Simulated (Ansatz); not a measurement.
HfC:

```xyz
2
Lattice="-1.3967 2.4972 1.8473 1.3967 -2.4972 1.8473 1.3967 2.4972 -1.8473" Properties=species:S:1:pos:R:3 pbc="T T T"
Hf    0.0000    0.0000    3.6382
C     0.0000    2.4972    0.6630
```

The cell was built by a generator and needn't be a form met in nature.

Program: Ansatz 0.2.0. Alike in all runs: potentials or basis Ansatz PAW; cell as given. Hardware: 2 threads of Intel(R) Xeon(R) Processor @ 2.70GHz (shared host).

**Question.** Order these runs on this cell by their wall time, lowest first.
A. task band structure; level r2SCAN; spin SOC, no magnetisation; k mesh 9 × 9 × 9; cutoff (eV) 500; smearing fermi-dirac 0.05 eV; points for each segment of the path 14
B. task band structure; level PBEsol; spin off; k mesh 12 × 12 × 12; cutoff (eV) 420; smearing fermi-dirac 0.05 eV; points for each segment of the path 14
C. task single point; level PBE; spin off; k mesh 12 × 12 × 12; cutoff (eV) 420; smearing gaussian 0.014 eV

**Answer.** C (5.7 s), B (13 s), A (61 s).
